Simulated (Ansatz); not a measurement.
# Tl: the cost of one run

Computed with Ansatz 0.2.0 (DFT PBEsol, scalar-relativistic, plane waves, PAW, unless a step's input says otherwise).

1 further run of the same task is left out (it didn't finish).

### Step 1. The structure to begin with

It takes space group P6_3/mmc (No. 194, hexagonal). The conventional cell has a = 3.509 Å, b = 3.509 Å, c = 11.266 Å, α = 90.00°, β = 90.00°, γ = 120.00°. Tl (site symmetry -3m) is surrounded by 12 Tl at 3.47 to 3.51 Å. Tl (site symmetry -6m2) has 12 Tl at 3.47 to 3.51 Å as nearest neighbours.

As a file:

```xyz
4
Lattice="3.5086 0.0000 0.0000 -1.7543 3.0386 0.0000 0.0000 0.0000 11.2656" Properties=species:S:1:pos:R:3 pbc="T T T"
Tl    0.0000    0.0000    0.0000
Tl    0.0000    2.0257    2.8164
Tl    0.0000    0.0000    5.6328
Tl    1.7543    1.0129    8.4492
```

The structure comes from the Materials Project (structure only).

### Step 2. One atom moved

Against the listed cell: atom 2 (Tl) moved by 0.38 Å.

input.yaml reads:

```yaml
crystal:
  lattice:
    - [3.5086375776, 0.0, 0.0]
    - [-1.7543187888, 3.0385692748, 0.0]
    - [0.0, 0.0, 11.26560463]
  atoms:
    - { symbol: Tl, position: [0.0, 0.0, 0.0] }
    - { symbol: Tl, position: [0.2181205226, 0.5739355276, 0.2452359415] }
    - { symbol: Tl, position: [0.0, 0.0, 0.5] }
    - { symbol: Tl, position: [0.66666667, 0.33333333, 0.75] }
basis:
  ecutwfc: 420
kpoints:
  mp_grid: { grid: [12, 12, 4] }
hamiltonian:
  xc: pbesol
scf:
  occupations: { method: gaussian, width: 0.1 }
output:
  forces: true
  stress: true
  eigenvalues: true
  populations: true
```

Launch:

```console
$ ansatz run input.yaml --threads 1 --pin off --max-ram 1331MiB --backend cpu --events-out ev --progress --plain --runs-dir out
```

**Question.** How long does this run take on 1 thread of an x86-64 CPU, shared host, and how much memory does it need?

About 67 s, with a peak of 1 GiB.
